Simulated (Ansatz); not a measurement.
Crystal: CdSe.

```
Cd Se
1.0
     0.00000    3.07027    3.07027
     3.07027    0.00000    3.07027
     3.07027    3.07027    0.00000
Cd Se
1 1
Direct
  0.00000 0.00000 0.00000
  0.25000 0.25000 0.25000
```

Measurements of this composition are mostly on another form, of space group No. 186.

- Program: Ansatz 0.2.0
- Task: relaxation of cell and atoms
- Functional: LDA
- Potentials or basis: Ansatz PAW
- Cutoff: 420 eV (not typed: the program's choice for these potentials)
- k mesh: 8 × 8 × 8
- Occupations: fermi-dirac, width 0.05 eV
- Spin: no spin polarisation

At the start: volume 28.94 Å³/atom.

How do energy, volume and symmetry change on relaxing?

It ends after 5 steps and the volume is 27.11 Å³/atom (-6.3 %); space group F-43m (No. 216, to 0.05 Å).

Step by step:
```
step  energy change (eV)  largest force (eV/Å)  volume (Å³)
   1              0.0000                0.0000        57.88
   2             -0.0354                0.0000        52.99
   3             -0.0403                0.0000        54.36
   4             -0.0404                0.0000        54.21
   5             -0.0398                0.0000        54.21
```

Final structure:
```
Cd Se
1.0
     0.00000    3.00392    3.00392
     3.00392    0.00000    3.00392
     3.00392    3.00392    0.00000
Cd Se
1 1
Direct
  0.00000 0.00000 0.00000
  0.25000 0.25000 0.25000
```

Caveat: the plane-wave basis is chosen anew once the cell has moved, so the energies of steps on either side of that aren't comparable; the PAW data sets come from PBE, with cores solved anew for the run's functional, which leaves a small shift of forces and pressure.
